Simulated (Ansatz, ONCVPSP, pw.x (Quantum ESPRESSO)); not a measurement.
From atom to crystal: ONCV potential for Te

```
Element                 : tellurium (Te)
Generator               : ONCVPSP 4.0.1.1 (patched build)
Type                    : optimised norm-conserving Vanderbilt (ONCV)
Functional              : PBEsol
Relativity              : scalar-relativistic
Frozen core             : [Kr] 4d10
Valence charge          : 6
Reference configuration : 5s1 5p5
Partial waves           : 5s: rc 1.80 bohr, ncon 3, nbas 7, qcut 3.1 1/bohr, 3 projectors, debl 2.9 Ha; 5p: rc 2.25 bohr, ncon 3, nbas 6, qcut 3.4 1/bohr, 2 projectors, debl 2 Ha; d scattering state at 0.39 Ha: rc 1.80 bohr, ncon 4, nbas 6, qcut 5.2 1/bohr, local
Local potential         : the d channel
Core correction         : polynomial model core, fcfact 0.25
```

Atomic tests: cutoffs needed: 32 Ha and 53 Ha (the cutoffs (Ha) at which the residual kinetic energy of the hardest occupied pseudo-wave falls to 1 and 0.1 mHa per electron); ghost test: no bound ghost flagged; no localised positive-energy state flagged; largest excitation error: -278 meV (all-electron minus pseudo) for 5s2 5p0, out of 4 test configurations.

Crystal test: fcc Te in pw.x 7.5, no spin, 12³ k-points, Fermi–Dirac smearing 0.01 Ry, cutoffs 125/500 Ry. The reference is all-electron LAPW (Ansatz 0.2.0) with the same functional, mesh and smearing; V0 and B0 come from Birch–Murnaghan fits to the pressures at five volumes. Errors are pseudo minus all-electron; Δ is the rms difference of the E(V) curves that follow from these fits, minima aligned, over ±6 % about the mean V0. Mesh and smearing are coarse, so the numbers serve the comparison and aren't converged zero-temperature values; the lattice is a test structure that the element need not adopt.

All-electron: a0 = 4.756 Å (V0 = 26.89 Å³/atom), B0 = 63.4 GPa.

Problem. How far does the potential miss the all-electron equation of state?

Solution. mean pressure error (GPa): -0.19; a0 (Å): 4.751; a0 error (%): -0.10; B0 error (%): +2.3; Δ (meV/atom): 1.2.

```csv
V (Å³/atom),P all-electron (GPa),P pseudo (GPa)
25.498,3.82,3.66
26.169,1.84,1.66
26.840,0.12,-0.07
27.511,-1.37,-1.58
28.182,-2.66,-2.87
```

Problem. At the middle volume, how do free energy and pressure move when the wave cutoff is lowered (ecutrho kept at four times it)?

Solution.

```tsv
cutoff (Ry)	shift of F (meV/atom)	shift of P (GPa)
56	+81.4	-0.03
75	+27.9	-0.79
100	+4.3	+0.02
```

The run at the middle volume (72 k-points, 6 iterations) took about 29 s on one core of a shared host (AMD EPYC 7B13, 128 threads, 504 GiB, load 13).
